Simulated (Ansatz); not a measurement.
InAs under strain — quadrupolar parameters

The cell is a COD entry, relaxed with PBE at fixed cell and then changed (z compressed by 1 %, ions relaxed).

```
In As
1.0
     0.00000    3.02900    2.99871
     3.02900    0.00000    2.99871
     3.02900    3.02900    0.00000
In As
1 1
Direct
  0.00000 0.00000 0.00000
  0.25000 0.25000 0.25000
```

Sites (sets of like atoms) are named by element and the number of their first atom in this list.

Level of theory: DFT, PBE, plane waves and PAW, scalar-relativistic, 420 eV cutoff, Γ-centred 13×13×13 k-points, Fermi–Dirac smearing 0.05 eV (Ansatz 0.2.0).

C_Q = eQV_zz/h, which is 24.18 MHz for Q = 1 b and V_zz = 10²¹ V/m²; η = (V_xx − V_yy)/V_zz.

113In: I = 9/2, Q = 761.0 mb; ⁷⁵As: I = 3/2, Q = 311.0 mb. Q values from Pyykkö, Mol. Phys. 116, 1328 (2018).

Q: Which values are expected at the nuclei?

A: 

```
site  atoms (order as listed)     first shell  V_xx, V_yy, V_zz (10²¹ V/m²)     η  C_Q (MHz)
  In                        1  4 As at 2.61 Å            -0.19, -0.19, 0.38  0.00       6.95
  As                        2  4 In at 2.61 Å             0.12, 0.12, -0.24  0.00      -1.82
```

An axis of threefold or higher order runs through In and As, so V_zz lies along it and η is zero.

With no gap above 0.1 eV, as in a metal, the gradients converge slowly in k; expect changes of a tenth or more on a denser mesh. Without spin–orbit coupling (the program notes it for In) the gradients can shift somewhat, as the gap is small. Semilocal functionals make gaps too small and can close them, so the real compound need not be a metal.

The relaxation (1 step) took 15 s of wall time (15 s of CPU time) and 0.6 GiB at its peak, on 1 thread of Intel Xeon Platinum 8488C (Sapphire Rapids) (x86_64; 16 cores open to the job, memory cap 3.0 GiB, no GPU), a shared host with a load of 0.2 a core.
